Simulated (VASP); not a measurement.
# Ga2O3 (R-3c) in VASP: notebook, part 2 of 3

VASP 6.6.1.

## Step 3: Band structure, PBE

File INCAR:

```
SYSTEM = Ga2O3
PREC     = Accurate       ! precision mode
ENCUT    = 450            ! plane-wave cutoff, eV
EDIFF    = 1E-6           ! SCF threshold, eV
ISMEAR   = 0              ! smearing method
SIGMA    = 0.02           ! smearing width, eV
LREAL    = .False.        ! projectors in reciprocal space
LASPH    = .True.         ! aspherical terms in the spheres
NELM     = 120            ! most SCF steps
ALGO     = Fast           ! electronic algorithm
ISIF     = 2              ! what is computed and relaxed
LWAVE    = .False.        ! write WAVECAR
LCHARG   = .False.        ! write CHGCAR
GGA      = PE             ! functional
KPAR     = 4
```

File KPOINTS:

```
regular mesh
0
Gamma
  8 8 8
  0 0 0
```

File POSCAR:

```
Ga2O3                                   
1.0
    2.5316102208      1.4616258880      4.5448809701
   -2.5316102208      1.4616258880      4.5448809701
    0.0000000000     -2.9232516734      4.5448809696
  Ga              O             
     4     6
Direct
     0.8559097183966540    0.8559097183966540    0.8559097183965545
     0.6440902816033460    0.6440902816033460    0.6440902816034455
     0.1440902816033461    0.1440902816033461    0.1440902816034456
     0.3559097183966539    0.3559097183966539    0.3559097183965545
     0.7499999999999858    0.4468929668614267    0.0531070331385804
     0.4468929668614410    0.0531070331385590    0.7500000000000000
     0.0531070331385733    0.7500000000000142    0.4468929668614196
     0.2500000000000143    0.5531070331385733    0.9468929668614195
     0.9468929668614267    0.2499999999999858    0.5531070331385805
     0.5531070331385591    0.9468929668614409    0.2500000000000000
```

File KPOINTS_OPT:

```
path GLB1,BZGX,QFP1Z,LP
10
line-mode
reciprocal
 0.0000000000  0.0000000000  0.0000000000  G
 0.5000000000  0.0000000000  0.0000000000  L

 0.5000000000  0.0000000000  0.0000000000  L
 0.5000000000  0.2356861100 -0.2356861100  B1

 0.7643138900  0.5000000000  0.2356861100  B
 0.5000000000  0.5000000000  0.5000000000  Z

 0.5000000000  0.5000000000  0.5000000000  Z
 0.0000000000  0.0000000000  0.0000000000  G

 0.0000000000  0.0000000000  0.0000000000  G
 0.3678430550  0.0000000000 -0.3678430550  X

 0.6321569450  0.3678430550  0.0000000000  Q
 0.5000000000  0.5000000000  0.0000000000  F

 0.5000000000  0.5000000000  0.0000000000  F
 0.6321569450  0.6321569450  0.2356861100  P1

 0.6321569450  0.6321569450  0.2356861100  P1
 0.5000000000  0.5000000000  0.5000000000  Z

 0.5000000000  0.0000000000  0.0000000000  L
 0.7643138900  0.3678430550  0.3678430550  P
```

Potentials or basis: VASP PAW PBE potentials, release 64 (Ga_d, O).

Command:

```bash
cat potpaw_PBE.64/Ga_d/POTCAR potpaw_PBE.64/O/POTCAR > POTCAR
mpirun -np 4 vasp_std > vasp.out
```

OUTCAR:

```text
SYSTEM = Ga2O3
   PREC = Accurate
   ENCUT = 450
   EDIFF = 1E-6
   ISMEAR = 0
   LREAL = .False.
   LASPH = .True.
   NELM = 120
   ISIF = 2
   GGA = PE

 ion  position               nearest neighbor table
   1  0.856  0.856  0.856-   8 1.95  10 1.95   9 1.95   7 2.11   6 2.11   5 2.11   2 2.89
   2  0.644  0.644  0.644-   9 1.95  10 1.95   8 1.95   5 2.11   6 2.11   7 2.11   1 2.89
   3  0.144  0.144  0.144-   5 1.95   6 1.95   7 1.95   9 2.11  10 2.11   8 2.11   4 2.89
   4  0.356  0.356  0.356-   7 1.95   6 1.95   5 1.95   8 2.11  10 2.11   9 2.11   3 2.89
   5  0.750  0.447  0.053-   3 1.95   4 1.95   2 2.11   1 2.11
[... 1548 lines left out ...]
  external PRESSURE =     -11.2322818 kB  Pullay stress =       0.0000000 kB

 VOLUME and BASIS-vectors are now :
 -----------------------------------------------------------------------------
  energy-cutoff  :      450.00
  volume of cell :      100.90
      direct lattice vectors                 reciprocal lattice vectors
     2.531610221  1.461625888  4.544880970     0.197502758  0.114028269  0.073342587
    -2.531610221  1.461625888  4.544880970    -0.197502758  0.114028269  0.073342587
     0.000000000 -2.923251673  4.544880970     0.000000000 -0.228056539  0.073342590

 POSITION                                       TOTAL-FORCE (eV/Angst)
 -----------------------------------------------------------------------------------
      0.00000      0.00000     11.67002         0.000000      0.000000      0.001937
      0.00000      0.00000      8.78194         0.000000     -0.000000     -0.001937
      0.00000      0.00000      1.96462         0.000000     -0.000000     -0.001937
      0.00000      0.00000      4.85270         0.000000      0.000000      0.001937
      0.76735      1.59416      5.68110        -0.002056      0.003561      0.000000
      0.99691     -1.46163      5.68110         0.004111      0.000000     -0.000000
     -1.76426     -0.13254      5.68110        -0.002056     -0.003561     -0.000000
     -0.76735     -1.59416      7.95354         0.002056     -0.003561     -0.000000
      1.76426      0.13254      7.95354         0.002056      0.003561      0.000000
     -0.99691      1.46163      7.95354        -0.004111      0.000000     -0.000000
 -----------------------------------------------------------------------------------
    total drift:                               -0.000000      0.000000     -0.000000

  FREE ENERGIE OF THE ION-ELECTRON SYSTEM (eV)
  ---------------------------------------------------
  free  energy   TOTEN  =       -59.4176096595 eV

  energy  without entropy=      -59.4176096595  energy(sigma->0) =      -59.41760966
```

stdout:

```text
POSCAR found type information on POSCAR GaO
 POSCAR found :  2 types and      10 ions
 scaLAPACK will be used
 LDA part: xc-table for (Slater+PW92), standard interpolation
 POSCAR, INCAR and KPOINTS ok, starting setup
 FFT: planning ... GRIDC
 FFT: planning ... GRID_SOFT
 FFT: planning ... GRID
 WAVECAR not read
 entering main loop
 Start KPOINTS_OPT (optional k-point list driver)
k-point batch [1-65\90]
k-point batch [66-90\90]
```

Run time: 4.5 min. Hardware: 4 MPI ranks of AMD EPYC 7R13 (Zen 3), shared host; peak memory 0.47 GiB.

What came out:

```yaml
Free_energy: -59.4176 eV
Largest_force: 0.004 eV/Å
Band_gap_on_the_k_mesh: 2.38 eV, indirect (least direct gap 2.59 eV)
Band_gap_along_the_path: 2.36 eV, indirect (least direct gap 2.59 eV)
```

Forces on the atoms (eV/Å):
```
Ga   0.000  0.000  0.002
Ga   0.000  0.000 -0.002
Ga   0.000  0.000 -0.002
Ga   0.000  0.000  0.002
O   -0.002  0.004  0.000
O    0.004  0.000  0.000
O   -0.002 -0.004  0.000
O    0.002 -0.004  0.000
O    0.002  0.004  0.000
O   -0.004  0.000  0.000
```

Levels at the corners of the path, in eV from the valence-band top:
```csv
point,band 42,band 43,band 44,band 45,band 46,band 47
Γ,-0.31,-0.23,-0.23,2.36,6.28,6.53
L,-0.92,-0.15,-0.15,5.98,5.98,6.34
L,-0.92,-0.15,-0.15,5.98,5.98,6.34
B1,-0.55,-0.33,-0.33,6.27,6.27,6.81
B,-0.55,-0.33,-0.33,6.27,6.27,6.81
Z,-0.29,-0.29,-0.29,5.44,5.44,7.45
Z,-0.29,-0.29,-0.29,5.44,5.44,7.45
Γ,-0.31,-0.23,-0.23,2.36,6.28,6.53
Γ,-0.31,-0.23,-0.23,2.36,6.28,6.53
X,-0.49,-0.47,-0.18,6.06,6.20,6.76
Q,-0.49,-0.47,-0.18,6.06,6.20,6.76
F,-0.69,-0.25,-0.15,6.09,6.31,7.20
F,-0.69,-0.25,-0.15,6.09,6.31,7.20
P1,-0.58,-0.48,-0.30,6.14,6.62,6.70
P1,-0.58,-0.48,-0.30,6.14,6.62,6.70
Z,-0.29,-0.29,-0.29,5.44,5.44,7.45
L,-0.92,-0.15,-0.15,5.98,5.98,6.34
P,-0.58,-0.48,-0.30,6.14,6.62,6.70
```

Caveat: the cutoff is under 1.25 times the usual one of these potentials, so pressure, stress and relaxed cells hold a basis-set (Pulay) error.

## Step 4: Band structure, r2SCAN

INCAR, as its differences from that of step 3:

```diff
@@ -9,3 +9,3 @@
 NELM     = 120            ! most SCF steps
-ALGO     = Fast           ! electronic algorithm
+ALGO     = Normal         ! electronic algorithm
 ISIF     = 2              ! what is computed and relaxed
@@ -13,3 +13,4 @@
 LCHARG   = .False.        ! write CHGCAR
-GGA      = PE             ! functional
+METAGGA  = R2SCAN         ! meta-GGA
+LMIXTAU  = .True.       
 KPAR     = 4
```

KPOINTS is that of step 3.

POSCAR is that of step 3.

KPOINTS_OPT is that of step 3.

Potentials or basis: VASP PAW PBE potentials, release 64 (Ga_d, O).

Command:

```bash
cat potpaw_PBE.64/Ga_d/POTCAR potpaw_PBE.64/O/POTCAR > POTCAR
mpirun -np 4 vasp_std > vasp.out
```

OUTCAR:

```text
SYSTEM = Ga2O3
   PREC = Accurate
   ENCUT = 450
   EDIFF = 1E-6
   ISMEAR = 0
   LREAL = .False.
   LASPH = .True.
   NELM = 120
   ISIF = 2
   METAGGA = R2SCAN

 ion  position               nearest neighbor table
   1  0.856  0.856  0.856-   8 1.95  10 1.95   9 1.95   7 2.11   6 2.11   5 2.11   2 2.89
   2  0.644  0.644  0.644-   9 1.95  10 1.95   8 1.95   5 2.11   6 2.11   7 2.11   1 2.89
   3  0.144  0.144  0.144-   5 1.95   6 1.95   7 1.95   9 2.11  10 2.11   8 2.11   4 2.89
   4  0.356  0.356  0.356-   7 1.95   6 1.95   5 1.95   8 2.11  10 2.11   9 2.11   3 2.89
   5  0.750  0.447  0.053-   3 1.95   4 1.95   2 2.11   1 2.11
   6  0.447  0.053  0.750-   3 1.95   4 1.95   1 2.11   2 2.11
   7  0.053  0.750  0.447-   4 1.95   3 1.95   1 2.11   2 2.11
   8  0.250  0.553  0.947-   1 1.95   2 1.95   4 2.11   3 2.11
   9  0.947  0.250  0.553-   2 1.95   1 1.95   3 2.11   4 2.11
  10  0.553  0.947  0.250-   1 1.95   2 1.95   3 2.11   4 2.11

  LATTYP: Found a trigonal (rhomboedric) cell.
 ALAT       =     5.4038267532
 COS(alpha) =     0.5610441424

  Lattice vectors:

 A1 = (   2.5316102208,   1.4616258880,   4.5448809701)
 A2 = (  -2.5316102208,   1.4616258880,   4.5448809701)
 A3 = (   0.0000000000,  -2.9232516734,   4.5448809696)

Analysis of symmetry for initial positions (statically):
=====================================================================
 Subroutine PRICEL returns:
 Original cell was already a primitive cell.

 Routine SETGRP: Setting up the symmetry group for a
 trigonal (rhombohedral) supercell.

 Subroutine GETGRP returns: Found 12 space group operations
 (whereof  6 operations were pure point group operations)
 out of a pool of 12 trial point group operations.

The static configuration has the point symmetry S_6 .
 The point group associated with its full space group is D_3d.

Analysis of symmetry for dynamics (positions and initial velocities):
=====================================================================
 Subroutine PRICEL returns:
[... 151 lines left out ...]
   METAGGA = R2SCAN    functional components
   LHFCALC =     F    Hartree Fock is set to
   AEXX    =    0.0000 exact exchange contribution
   IVDW    =     0    specifies the selected vdW correction
   LEPSILON=     F    determine dielectric tensor
   LRPA    =     F    only Hartree local field effects (RPA)
 non-spin polarized calculation
 Gauss-broadening in eV      SIGMA  =   0.02
  energy-cutoff  :      450.00
  volume of cell :      100.90
 maximum number of plane-waves:      2205
 NGX is ok and might be reduce to    40
   NGX = 19   NGY = 19   NGZ = 19

 number of electron      88.0000006 magnetization

 Free energy of the ion-electron system (eV)
  ---------------------------------------------------
  ext. energy  EPLUGINS =         0.00000000
  ---------------------------------------------------
  free energy    TOTEN  =      -102.26684088 eV

  energy without entropy =     -102.26684088  energy(sigma->0) =     -102.26684088

 E-fermi :   3.7573     XC(G=0): -12.8759

 val. band max:        3.6352568504   @ k =  -0.1250   0.1250   0.0000
 cond. band min:       6.6901423785   @ k =   0.0000   0.0000   0.0000
 fundamental gap:      3.0548855281
 Fermi energy:         3.7572735223

 k-point     1 :       0.0000    0.0000    0.0000
  band No.  band energies     occupation
      1     -15.9140      2.00000
      2     -14.0958      2.00000
      3     -14.0895      2.00000
      4     -14.0895      2.00000
      5     -14.0700      2.00000
      6     -14.0700      2.00000
[... 1309 lines left out ...]
     51      14.7847      0.00000
     52      15.9037      0.00000

 [... further k-points ...]
[... 5 lines left out ...]
  --------------------------------------------------------------------------------------
  -------------------------------------------------------------------------------------
  Total       -6.1118762     -6.1118763     -5.7102376     -0.0000000     -0.0000000      0.0000000
  in kB      -97.0461494    -97.0461509    -90.6688153     -0.0000000     -0.0000007      0.0000000
  external PRESSURE =     -94.9203719 kB  Pullay stress =       0.0000000 kB

 VOLUME and BASIS-vectors are now :
 -----------------------------------------------------------------------------
  energy-cutoff  :      450.00
  volume of cell :      100.90
      direct lattice vectors                 reciprocal lattice vectors
     2.531610221  1.461625888  4.544880970     0.197502758  0.114028269  0.073342587
    -2.531610221  1.461625888  4.544880970    -0.197502758  0.114028269  0.073342587
     0.000000000 -2.923251673  4.544880970     0.000000000 -0.228056539  0.073342590

 POSITION                                       TOTAL-FORCE (eV/Angst)
 -----------------------------------------------------------------------------------
      0.00000      0.00000     11.67002         0.000000     -0.000000     -0.092664
      0.00000      0.00000      8.78194         0.000000      0.000000      0.092664
      0.00000      0.00000      1.96462         0.000000      0.000000      0.092664
      0.00000      0.00000      4.85270         0.000000     -0.000000     -0.092664
      0.76735      1.59416      5.68110        -0.003941      0.006826      0.000000
      0.99691     -1.46163      5.68110         0.007882      0.000000     -0.000000
     -1.76426     -0.13254      5.68110        -0.003941     -0.006826     -0.000000
     -0.76735     -1.59416      7.95354         0.003941     -0.006826     -0.000000
      1.76426      0.13254      7.95354         0.003941      0.006826      0.000000
     -0.99691      1.46163      7.95354        -0.007882      0.000000     -0.000000
 -----------------------------------------------------------------------------------
    total drift:                               -0.000000      0.000000     -0.000000

  FREE ENERGIE OF THE ION-ELECTRON SYSTEM (eV)
  ---------------------------------------------------
  free  energy   TOTEN  =      -102.2668408821 eV

  energy  without entropy=     -102.2668408821  energy(sigma->0) =     -102.26684088
```

Run time: 16 min. Hardware: 4 MPI ranks of AMD EPYC 7R13 (Zen 3), shared host; peak memory 0.47 GiB.

Results:

| Quantity | Value |
| --- | --- |
| Free energy | -102.2668 eV |
| Largest force | 0.093 eV/Å |
| Band gap on the k mesh | 3.05 eV, indirect (least direct gap 3.27 eV) |
| Band gap along the path | 3.04 eV, indirect (least direct gap 3.27 eV) |

Forces in eV/Å, atoms in the order of the input:
```
Ga   0.000  0.000 -0.093
Ga   0.000  0.000  0.093
Ga   0.000  0.000  0.093
Ga   0.000  0.000 -0.093
O   -0.004  0.007  0.000
O    0.008  0.000  0.000
O   -0.004 -0.007  0.000
O    0.004 -0.007  0.000
O    0.004  0.007  0.000
O   -0.008  0.000  0.000
```

Levels at the corners of the path, in eV from the valence-band top:
```tsv
point	band 42	band 43	band 44	band 45	band 46	band 47
Γ	-0.30	-0.24	-0.24	3.04	7.04	7.30
L	-0.94	-0.15	-0.15	6.73	6.73	7.09
L	-0.94	-0.15	-0.15	6.73	6.73	7.09
B1	-0.56	-0.33	-0.33	7.03	7.03	7.58
B	-0.56	-0.33	-0.33	7.03	7.03	7.58
Z	-0.29	-0.29	-0.29	6.15	6.15	8.26
Z	-0.29	-0.29	-0.29	6.15	6.15	8.26
Γ	-0.30	-0.24	-0.24	3.04	7.04	7.30
Γ	-0.30	-0.24	-0.24	3.04	7.04	7.30
X	-0.50	-0.48	-0.17	6.82	6.95	7.51
Q	-0.50	-0.48	-0.17	6.82	6.95	7.51
F	-0.69	-0.26	-0.15	6.84	7.06	7.97
F	-0.69	-0.26	-0.15	6.84	7.06	7.97
P1	-0.59	-0.48	-0.31	6.90	7.37	7.47
P1	-0.59	-0.48	-0.31	6.90	7.37	7.47
Z	-0.29	-0.29	-0.29	6.15	6.15	8.26
L	-0.94	-0.15	-0.15	6.73	6.73	7.09
P	-0.59	-0.48	-0.31	6.90	7.37	7.47
```

Caveat: the cutoff is under 1.25 times the usual one of these potentials, so pressure, stress and relaxed cells hold a basis-set (Pulay) error; the PAW data sets were made with another functional, which shifts forces and pressure a little.

(Part 2 of 3 ends here.)
